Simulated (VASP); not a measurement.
# Ru (P6_3/mmc) in VASP: settings compared, part 2 of 2

VASP 6.6.1.

### 3 Elastic constants, PBEsol

This run uses another cell than the first one, of 13.31 Å³/atom, 0.968 times its volume.

The input, POSCAR:

```
Ru
1.0
    2.6879024157      0.0000000000      0.0000000000
   -1.3439512078      2.3277917749      0.0000000000
    0.0000000000     -0.0000000000      4.2552087784
  Ru
     2
Direct
     0.3333333332999970    0.6666666667000030    0.2500000000000000
     0.6666666667000030    0.3333333332999970    0.7500000000000000
```

The input, INCAR.step1:

```
  PREC = Accurate
  ENCUT = 600
  EDIFF = 1E-8
  ISMEAR = 1
  SIGMA = 0.2
  LREAL = F
  LASPH = T
  NELM = 80
  ALGO = Fast
  ISIF = 3
  LWAVE = F
  LCHARG = F
  GGA = PS
  KPAR = 2
  IBRION = 2
  NSW = 40
  EDIFFG = -0.002
```

The input, INCAR.step2:

```
  PREC = Accurate
  ENCUT = 600
  EDIFF = 1E-8
  ISMEAR = 1
  SIGMA = 0.2
  LREAL = F
  LASPH = T
  NELM = 80
  ALGO = Fast
  ISIF = 3
  LWAVE = F
  LCHARG = F
  GGA = PS
  KPAR = 2
  IBRION = 6
  NFREE = 2
  POTIM = 0.015
  NSW = 1
```

The input, KPOINTS:

```
Automatic mesh
0
Gamma
  30 30 16
```

Potentials or basis: VASP PAW PBE potentials, release 64 (Ru_pv).

The run is started by

```console
$ cat potpaw_PBE.64/Ru_pv/POTCAR > POTCAR
$ cp INCAR.step1 INCAR
$ mpirun -np 2 vasp_std > vasp.out
$ cp CONTCAR POSCAR
$ cp INCAR.step2 INCAR
$ mpirun -np 2 vasp_std > vasp.out
```

Wall time 2.3 h (2 MPI ranks of AMD EPYC 9R45 (Zen 5), shared host); peak memory 3 GiB.

The run converged. Its results:

```yaml
Voigt_bulk_modulus: 351 GPa
Highest_phonon_frequency_at_Γ: 269 cm⁻¹
```

The path:
```csv
step,energy change (eV),largest force (eV/Å),pressure (GPa),volume (Å³)
1,0.0000,0.0000,0.03,26.62
2,0.0000,0.0000,0.01,26.63
3,-0.0003,0.0000,0.00,26.63
```

Phonon frequencies in cm⁻¹ (negative: imaginary):
```tsv
q point	frequencies
(0.000, 0.000, 0.000)	0 0 0 204 204 269
```

Elastic tensor in Voigt notation (GPa, in the Cartesian axes of the cell as first typed):
```
634 206 191   0   0   0
206 634 191   0   0   0
191 191 715   0   0   0
  0   0   0 210   0   0
  0   0   0   0 210   0
  0   0   0   0   0 214
```

Clamped-ion elastic tensor (GPa):
```
641 199 191   0   0   0
199 641 191   0   0   0
191 191 715   0   0   0
  0   0   0 210   0   0
  0   0   0   0 210   0
  0   0   0   0   0 221
```

Caveat: the PAW data sets were made with another functional, which shifts forces and pressure a little.

### 4 Elastic constants, LDA

This run uses another cell than the first one, of 13.12 Å³/atom, 0.954 times its volume.

The input, POSCAR:

```
Ru
1.0
    2.6745383340      0.0000000000      0.0000000000
   -1.3372691670      2.3162181407      0.0000000000
   -0.0000000000      0.0000000000      4.2350902106
  Ru
     2
Direct
     0.3333333332999970    0.6666666667000030    0.2500000000000000
     0.6666666667000030    0.3333333332999970    0.7500000000000000
```

The input, INCAR.step1:

```
SYSTEM = Ru
PREC = Accurate
ENCUT = 600
EDIFF = 1E-8
ISMEAR = 1
SIGMA = 0.2
LREAL = .FALSE.
LASPH = .TRUE.
NELM = 80
ALGO = Normal
ISIF = 3
LWAVE = .FALSE.
LCHARG = .FALSE.
GGA = CA
KPAR = 2
IBRION = 2
NSW = 40
EDIFFG = -0.002
```

The input, INCAR.step2:

```
SYSTEM = Ru
PREC = Accurate
ENCUT = 600
EDIFF = 1E-8
ISMEAR = 1
SIGMA = 0.2
LREAL = .FALSE.
LASPH = .TRUE.
NELM = 80
ALGO = Normal
ISIF = 3
LWAVE = .FALSE.
LCHARG = .FALSE.
GGA = CA
KPAR = 2
IBRION = 6
NFREE = 2
POTIM = 0.015
NSW = 1
```

The input, KPOINTS:

```
regular mesh
0
G
  30 30 16
  0 0 0
```

Potentials or basis: VASP PAW LDA potentials, release 64 (Ru_pv).

The run is started by

```console
$ cat potpaw_LDA.64/Ru_pv/POTCAR > POTCAR
$ cp INCAR.step1 INCAR
$ mpirun -np 2 vasp_std > vasp.out
$ cp CONTCAR POSCAR
$ cp INCAR.step2 INCAR
$ mpirun -np 2 vasp_std > vasp.out
```

OUTCAR:

```text
SYSTEM = Ru
   PREC = Accurate
   ENCUT = 600
   EDIFF = 1E-8
   ISMEAR = 1
   LREAL = .FALSE.
   LASPH = .TRUE.
   NELM = 80
   ISIF = 3
   GGA = CA
   IBRION = 6
   NFREE = 2
   POTIM = 0.015
   NSW = 1

 ion  position               nearest neighbor table
   1  0.333  0.667  0.250-   2 2.62   2 2.62   2 2.62   2 2.62   2 2.62   2 2.62
   2  0.667  0.333  0.750-   1 2.62   1 2.62   1 2.62   1 2.62   1 2.62   1 2.62

  LATTYP: Found a hexagonal cell.
 ALAT       =     2.6777703921
 C/A-ratio  =     1.5779050738

  Lattice vectors:

 A1 = (   2.6777703921,   0.0000000000,   0.0000000000)
 A2 = (  -1.3388851961,   2.3190171852,   0.0000000000)
 A3 = (   0.0000000000,   0.0000000000,   4.2252674881)
[... 933 lines left out ...]
  --------------------------------------------------------------------------------
  x     0.00000     0.00000     0.00000    -3.11106     0.00000     0.00000
  y    -3.11106     3.11106    -0.00000    -0.00000     0.00000     0.00000
  z     0.00000     0.00000     0.00000     0.00000     0.00000     0.00000

 INTERNAL STRAIN TENSOR FOR ION    2 for displacements in x,y,z  (eV/Angst):
          X           Y           Z          XY          YZ          ZX
  --------------------------------------------------------------------------------
  x     0.00000     0.00000     0.00000     3.11106     0.00000     0.00000
  y     3.11106    -3.11106     0.00000     0.00000     0.00000     0.00000
  z    -0.00000     0.00000    -0.00000    -0.00000     0.00000     0.00000

 Eigenvectors and eigenvalues of the dynamical matrix
 ----------------------------------------------------

   1 f  =    8.239735 THz    51.771781 2PiTHz  274.847971 cm-1    34.076790 meV
             X         Y         Z           dx          dy          dz
     -0.000000  1.546011  1.056317     0.000000    0.000000   -0.707107
      1.338885  0.773006  3.168951    -0.000000    0.000000    0.707107
[... 21 lines left out ...]
   6 f  =    0.000000 THz     0.000000 2PiTHz    0.000000 cm-1     0.000000 meV
             X         Y         Z           dx          dy          dz
     -0.000000  1.546011  1.056317    -0.000000   -0.000000    0.707107
      1.338885  0.773006  3.168951     0.000000    0.000000    0.707107

--------------------------------------------------------------------------------------------------------

 ELASTIC MODULI CONTR FROM IONIC RELAXATION (kBar)
 Direction    XX          YY          ZZ          XY          YZ          ZX
 --------------------------------------------------------------------------------
 XX         -73.9978     73.9978     -0.0000      0.0000      0.0000      0.0000
 YY          73.9978    -73.9978      0.0000     -0.0000      0.0000      0.0000
 ZZ          -0.0000      0.0000     -0.0000      0.0000      0.0000      0.0000
 XY           0.0000     -0.0000      0.0000    -73.9978      0.0000      0.0000
 YZ           0.0000      0.0000      0.0000      0.0000      0.0000      0.0000
 ZX           0.0000      0.0000      0.0000      0.0000      0.0000      0.0000
 --------------------------------------------------------------------------------

 TOTAL ELASTIC MODULI (kBar)
 Direction    XX          YY          ZZ          XY          YZ          ZX
 --------------------------------------------------------------------------------
 XX        6596.0760   2191.2059   2043.9197      0.0000      0.0000      0.0000
 YY        2191.2059   6596.0760   2043.9197     -0.0000      0.0000     -0.0000
 ZZ        2043.9197   2043.9197   7438.4157      0.0000      0.0000      0.0000
 XY           0.0000     -0.0000      0.0000   2202.4350      0.0000      0.0000
 YZ           0.0000     -0.0000      0.0000      0.0000   2170.6294      0.0000
 ZX          -0.0000     -0.0000      0.0000      0.0000      0.0000   2170.6293
 --------------------------------------------------------------------------------
```

It took 1.5 h on 2 MPI ranks of Intel Xeon Platinum 8488C (Sapphire Rapids), shared host; peak memory 3.1 GiB.

Results:

```yaml
Voigt_bulk_modulus: 369 GPa
Highest_phonon_frequency_at_Γ: 275 cm⁻¹
```

Step by step:
```csv
step,energy change (eV),largest force (eV/Å),pressure (GPa),volume (Å³)
1,0.0000,0.0000,-0.02,26.24
2,0.0000,0.0000,0.20,26.23
3,-0.0003,0.0000,0.08,26.23
4,-0.0003,0.0000,-0.24,26.25
5,-0.0004,0.0000,-0.01,26.24
```

Phonon frequencies in cm⁻¹ (negative: imaginary):
| q point | frequencies |
| --- | --- |
| (0.000, 0.000, 0.000) | 0 0 0 207 207 275 |

Elastic tensor in Voigt notation (GPa, in the Cartesian axes of the cell as first typed):
```
660 219 204   0   0   0
219 660 204   0   0   0
204 204 744   0   0   0
  0   0   0 217   0   0
  0   0   0   0 217   0
  0   0   0   0   0 220
```

Clamped-ion elastic tensor (GPa):
```
667 212 204   0   0   0
212 667 204   0   0   0
204 204 744   0   0   0
  0   0   0 217   0   0
  0   0   0   0 217   0
  0   0   0   0   0 228
```
